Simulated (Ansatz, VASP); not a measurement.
**Two plane-wave programs on LiH**

```
Li H
1.0
     2.03675    2.03675    0.00000
    -2.03675    2.03675    0.00000
     0.00000    2.03675    2.03675
Li H
1 1
Cartesian
  0.0000 0.0000 0.0000
  0.0000 2.0368 0.0000
```

Alike in both runs: task relaxation of cell and atoms; functional PBEsol; k mesh 14 × 14 × 14; occupations fermi-dirac, width 0.05 eV; no spin polarisation.

|  | VASP | Ansatz |
| --- | --- | --- |
| version | VASP 6.6.1 | Ansatz 0.2.0 |
| potentials or method | VASP PAW PBE potentials, release 64 (Li_sv, H) | PAW with Ansatz's default frozen-core files, scalar-relativistic |
| plane-wave cutoff (eV) | 600 | 420 |
| valence electrons in the cell | 4 | 4 |

```tsv
	VASP	Ansatz	Ansatz less VASP
relaxed volume (Å³/atom)	7.84	7.89	+0.045
relaxed cell length with the largest relative difference (Å)	2.809	2.815	+0.0054
energy change over the relaxation (meV/atom)	-5	-4	+0.6
```

Caveats: the cutoff is under 1.25 times the usual one of these potentials, so pressure, stress and relaxed cells hold a basis-set (Pulay) error (VASP); the PAW data sets were made with another functional, which shifts forces and pressure a little (VASP). A k mesh can miss the band edges.
